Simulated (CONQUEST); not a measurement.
# ZnSe (Stilleite) (F-43m) in CONQUEST: reference runs

Reference runs on ZnSe (Stilleite): the cell as given and a disturbed copy.

Everything below comes from runs of CONQUEST 1.3. Logs are shortened: lines on timing, memory, paths and dates and some standing lists are left out, and cuts for length are marked.

**Measured values to compare with.**

“Alloy Disordering Effects on the Thermal Conductivity and Energy Gap Temperature Dependence of Cd1−xZnxSe Ternary Crystals Grown by the Bridgman Method”, 2023, pmc:10253836 reports, for a bulk crystal of ZnSe at 300 K: band gap 2.695 ± 0.003 eV (an exciton energy, a little under the gap).

The runs below are set against these values where they give the same quantity.

## (1) The crystal as given

The structure is cubic, space group F-43m (No. 216). Conventional cell: a = 5.668 Å, b = 5.668 Å, c = 5.668 Å, α = 90.00°, β = 90.00°, γ = 90.00°. Se (site symmetry -43m) has 4 Zn at 2.45 Å as nearest neighbours. Zn (site symmetry -43m) has 4 Se at 2.45 Å as nearest neighbours.

## (2) Single point, PBE

The input, Conquest_input:

```
IO.Title ZnSe
IO.Coordinates coords.dat
IO.FractionalAtomicCoords T
IO.Iprint 2
IO.Iprint_init 1
General.NumberOfSpecies 2
General.PseudopotentialType hamann
AtomMove.TypeOfRun static
AtomMove.FullStress T
Grid.GridCutoff 120
DM.SolutionMethod diagon
Diag.MPMesh T
Diag.GammaCentred T
Diag.MPMeshX 7
Diag.MPMeshY 7
Diag.MPMeshZ 5
Diag.kT 0.00183747
minE.SCTolerance 1e-6
SC.MaxIters 100
IO.AtomChargeOutput T
IO.DumpChargeDensity T
IO.DumpTotPot T
%block ChemicalSpeciesLabel
1 78.960 Se
2 65.390 Zn
%endblock
```

The input, coords.dat:

```
    7.5732633803     0.0000000000     0.0000000000
    0.0000000000     7.5732633803     0.0000000000
    0.0000000000     0.0000000000    10.7102117839
4
  0.0000000000   0.5000000000   0.2500000000 1 T T T
  0.5000000000   0.0000000000   0.7500000000 1 T T T
  0.0000000000   0.0000000000   0.0000000000 2 T T T
  0.5000000000   0.5000000000   0.5000000000 2 T T T
```

Potentials or basis: PseudoDojo NC PBE, DZP, grid cutoff 120 Ha.

The run is started by

```console
$ Conquest
```

What it wrote:

```text
Simulation cell dimensions:     7.5733 a0 x     7.5733 a0 x    10.7102 a0

      Atomic coordinates (a0)
         Atom         X         Y         Z  Species
            1    0.0000    3.7866    2.6776        1
            2    3.7866    0.0000    8.0327        1
            3    0.0000    0.0000    0.0000        2
            4    3.7866    3.7866    5.3551        2

         Monkhorst-Pack mesh:   7 x   7 x   5 gamma-centred
        This calculation includes non-local pseudopotentials,
         with a maximum core radius of      6.36632333

    Job title: ZnSe
    Job to be run: static calculation

[... 5 lines left out ...]
      Using Fermi-Dirac smearing

    Integration grid size:     40 x   40 x   60

    Integration grid spacing:  0.189 a0 x 0.189 a0 x 0.179 a0

    Number of species:  2
    --------------------------------------------------------
    |   #  mass (au)  Charge (e)  SF Rad (a0)  NSF  Label  |
    --------------------------------------------------------
    |   1     78.960      16.000        6.627   18  Se     |
    |   2     65.390      20.000        6.627   19  Zn     |
    --------------------------------------------------------
          SCF tolerance:                 0.00000100
          SCF iterations:               100

    The functional used will be GGA PBE96

           radial cut-off to be used is taken to be max PAO cut-off radius for this species:    6.366323

           greatest ang. mom. for making density from PAOs:  2

           radial cut-off to be used is taken to be max PAO cut-off radius for this species:    6.252882

           greatest ang. mom. for making density from PAOs:  2
    Minimum blocs/proc is     1500. Maximum blocs/proc is     1500
    set_atom_dens: In set_atomic_density, electrons :      72.000000000000
 matrix_size & matrix_size_padH =           74          74

    Screened ion int: energy:    -545.161706006287 Ha

    new_SC_potl: Starting.  Tolerance:  0.10000E-05

    PulayMixSC: Starting Pulay mixing, A_up =  0.500 A_dn =  0.500
    PulayMixSC: Spin non-polarised calculation.
          Harris-Foulkes Energy            :      -660.629363608239828 Ha
          (TS=0 as O(N) or entropic contribution is negligible)
          DFT Total Energy                 :      -660.567845618252022 Ha
          Total number of electrons        :        71.999999999999673
    PulayMixSC: Pulay iteration     1 residual:              0.14002E-02
          Harris-Foulkes Energy            :      -660.602249971062406 Ha
          (TS=0 as O(N) or entropic contribution is negligible)
          DFT Total Energy                 :      -660.600798029812267 Ha
          Total number of electrons        :        72.000023108053441
    PulayMixSC: Pulay iteration     2 residual:              0.54272E-03
          Harris-Foulkes Energy            :      -660.601523295574339 Ha
          (TS=0 as O(N) or entropic contribution is negligible)
          DFT Total Energy                 :      -660.601437820556725 Ha
          Total number of electrons        :        72.000034199532863
    PulayMixSC: Pulay iteration     3 residual:              0.26029E-03
          Harris-Foulkes Energy            :      -660.601456757100664 Ha
          (TS=0 as O(N) or entropic contribution is negligible)
          DFT Total Energy                 :      -660.601455126019800 Ha
          Total number of electrons        :        72.000047205126833
    PulayMixSC: Pulay iteration     4 residual:              0.15628E-04
          Harris-Foulkes Energy            :      -660.601455547885621 Ha
          (TS=0 as O(N) or entropic contribution is negligible)
          DFT Total Energy                 :      -660.601455424376695 Ha
          Total number of electrons        :        72.000047309136193
    PulayMixSC: Pulay iteration     5 residual:              0.62206E-05
          Harris-Foulkes Energy            :      -660.601455443211194 Ha
          (TS=0 as O(N) or entropic contribution is negligible)
          DFT Total Energy                 :      -660.601455440711334 Ha
          Total number of electrons        :        72.000047478487929
    PulayMixSC: Pulay iteration     6 residual:              0.39435E-06
    PulayMixSC: Reached SCF tolerance of  0.39435E-06 after      6 iterations
      | Number of electrons      =        72.000047
      |* band energy as 2Tr[K.H] =      -109.089962518549441 Ha
      |  screened ion-ion energy =      -545.161706006286636 Ha
      |  Ha correction           =         2.355096606977995 Ha
      |  XC correction           =        -8.704891797315094 Ha
      |* Harris-Foulkes energy   =      -660.601455443211194 Ha
      |* DFT total energy        =      -660.601455440711334 Ha
      |  estimated accuracy      =        -0.000000002499860 Ha

    force: Forces on atoms (Ha/a0)
    force:  Atom   X              Y              Z
    force:     1   0.0000000000  -0.0000000000   0.0000000000
    force:     2  -0.0000000000  -0.0000000000  -0.0000000000
    force:     3   0.0000000000   0.0000000000   0.0000000000
    force:     4  -0.0000000000  -0.0000000000   0.0000000000

    force: Maximum force :        0.00000000(Ha/a0) on atom         3 in z direction
    force: Force Residual:        0.00000000 Ha/a0
    force: Total stress:         -4.39566718     0.00000000     0.00000000 GPa
                            -0.00000000    -4.39566718     0.00000000
                             0.00000000     0.00000000    -4.24924716
    force: Average pressure:      4.34686051 GPa

    force: Finished force
    get_E_and_F: Change in energy during last step of electronic optimisation:  0.10467E-06

    BIBLIOGRAPHY: Please consider citing the following references in the conquest.bib file

    CONQUEST:         Bowler2002pt, Miyazaki2004, Nakata2020
    Basis:            Bowler2019
    DM:               Bowler:2006xr
    Pseudopotentials: Hamann2013, Bowler2019
    XC functional:    Perdew1996
```

Wall time 42 s (1 thread of Intel Xeon Platinum 8488C (Sapphire Rapids), shared host); peak memory 0.59 GiB.

What came out:

* Free energy: -17975.8814 eV
* Pressure: 4.3 GPa
* Band gap on the k mesh: 1.49 eV
* Mulliken charges: Se -0.11; Zn +0.11 e

Levels at points of the mesh, in eV from the valence-band top:
| k point | band 33 | band 34 | band 35 | band 36 | band 37 | band 38 | band 39 | band 40 |
| --- | --- | --- | --- | --- | --- | --- | --- | --- |
| (0.00, 0.00, 0.00) | -2.16 | 0.00 | 0.00 | 0.00 | 1.49 | 3.26 | 3.60 | 6.07 |

Caveat: Mulliken charges move with the basis; the box holds several primitive cells, so bands are folded and the points are those of the box's own zone; the basis of atomic orbitals isn't converged, which shifts pressures, moduli and gaps; the real-space grid breaks the cell's symmetry a little.

## (3) Single point, PBE (atoms moved at random, drawn with an rms of 0.05 Å)

Changes to Conquest_input since step 2:

```diff
@@ -20,4 +20,2 @@
 IO.AtomChargeOutput T
-IO.DumpChargeDensity T
-IO.DumpTotPot T
 %block ChemicalSpeciesLabel
```

The input, coords.dat:

```
    7.5732633803     0.0000000000     0.0000000000
    0.0000000000     7.5732633803     0.0000000000
    0.0000000000     0.0000000000    10.7102117839
4
  0.4996155000   0.9984055000   0.7508235000 1 T T T
  0.9996155000   0.4984055000   0.2508235000 1 T T T
  0.4989445000   0.4997225000   0.4910765000 2 T T T
  0.9989445000   0.9997225000   0.9910765000 2 T T T
```

Potentials or basis: PseudoDojo NC PBE, DZP, grid cutoff 120 Ha.

The run is started by

```console
$ Conquest
```

What it wrote:

```text
Simulation cell dimensions:     7.5733 a0 x     7.5733 a0 x    10.7102 a0

      Atomic coordinates (a0)
         Atom         X         Y         Z  Species
            1    3.7837    7.5612    8.0415        1
            2    7.5704    3.7746    2.6864        1
            3    3.7786    3.7845    5.2595        2
            4    7.5653    7.5712   10.6146        2

         Monkhorst-Pack mesh:   7 x   7 x   5 gamma-centred
        This calculation includes non-local pseudopotentials,
         with a maximum core radius of      6.36632333

    Job title: ZnSe
    Job to be run: static calculation

[... 5 lines left out ...]
      Using Fermi-Dirac smearing

    Integration grid size:     40 x   40 x   60

    Integration grid spacing:  0.189 a0 x 0.189 a0 x 0.179 a0

    Number of species:  2
    --------------------------------------------------------
[... 52 lines left out ...]
          Harris-Foulkes Energy            :      -660.600704702187272 Ha
          (TS=0 as O(N) or entropic contribution is negligible)
          DFT Total Energy                 :      -660.600704699690709 Ha
          Total number of electrons        :        72.000040778219173
    PulayMixSC: Pulay iteration     6 residual:              0.39351E-06
    PulayMixSC: Reached SCF tolerance of  0.39351E-06 after      6 iterations
      | Number of electrons      =        72.000041
      |* band energy as 2Tr[K.H] =      -109.096362578567522 Ha
      |  screened ion-ion energy =      -545.157061981975289 Ha
      |  Ha correction           =         2.357417035609753 Ha
      |  XC correction           =        -8.704705416416164 Ha
      |* Harris-Foulkes energy   =      -660.600704702187272 Ha
      |* DFT total energy        =      -660.600704699690709 Ha
      |  estimated accuracy      =        -0.000000002496563 Ha

    force: Forces on atoms (Ha/a0)
    force:  Atom   X              Y              Z
    force:     1  -0.0003580084   0.0007255856  -0.0066280410
    force:     2  -0.0003580084   0.0007255856  -0.0066280410
    force:     3   0.0008541481  -0.0004135995   0.0067994113
    force:     4   0.0008541481  -0.0004135995   0.0067994113

    force: Maximum force :        0.00679941(Ha/a0) on atom         3 in z direction
    force: Force Residual:        0.00677193 Ha/a0
    force: Total stress:         -5.94993726    -0.00077482    -0.08353298 GPa
                            -0.00077482    -3.06156913    -0.11329881
                            -0.08353298    -0.11329881    -4.15662126
    force: Average pressure:      4.38937588 GPa

    force: Finished force
    get_E_and_F: Change in energy during last step of electronic optimisation:  0.10540E-06

    BIBLIOGRAPHY: Please consider citing the following references in the conquest.bib file

    CONQUEST:         Bowler2002pt, Miyazaki2004, Nakata2020
    Basis:            Bowler2019
    DM:               Bowler:2006xr
    Pseudopotentials: Hamann2013, Bowler2019
    XC functional:    Perdew1996
```

Wall time 41 s (1 thread of Intel Xeon Platinum 8488C (Sapphire Rapids), shared host); peak memory 0.59 GiB.

What came out:

- Free energy: -17975.8609 eV
- Pressure: 4.4 GPa
- Largest force: 0.353 eV/Å
- Band gap on the k mesh: 1.43 eV
- Mulliken charges: Se -0.11; Zn +0.11 e

Forces on the atoms (eV/Å):
```
Se  -0.018  0.037 -0.341
Se  -0.018  0.037 -0.341
Zn   0.044 -0.021  0.350
Zn   0.044 -0.021  0.350
```

Caveat: Mulliken charges move with the basis; the box holds several primitive cells, so bands are folded and the points are those of the box's own zone; the basis of atomic orbitals isn't converged, which shifts pressures, moduli and gaps.

## (4) Against experiment

Step 2. Against the measured gap of ZnSe, 2.695 eV (an exciton energy, a little under the gap; 300 K; “Alloy Disordering Effects on the Thermal Conductivity and Energy Gap Temperature Dependence of Cd1−xZnxSe Ternary Crystals Grown by the Bridgman Method”, 2023, pmc:10253836), the calculated 1.49 eV is off by -1.20 eV. Spin-orbit coupling on Se is left out. The value is that of PBE in an atomic basis (PseudoDojo NC PBE, DZP, grid cutoff 120 Ha), whose error adds to the functional's,, without temperature or zero-point motion. Semilocal functionals fall short of measured gaps as a rule.
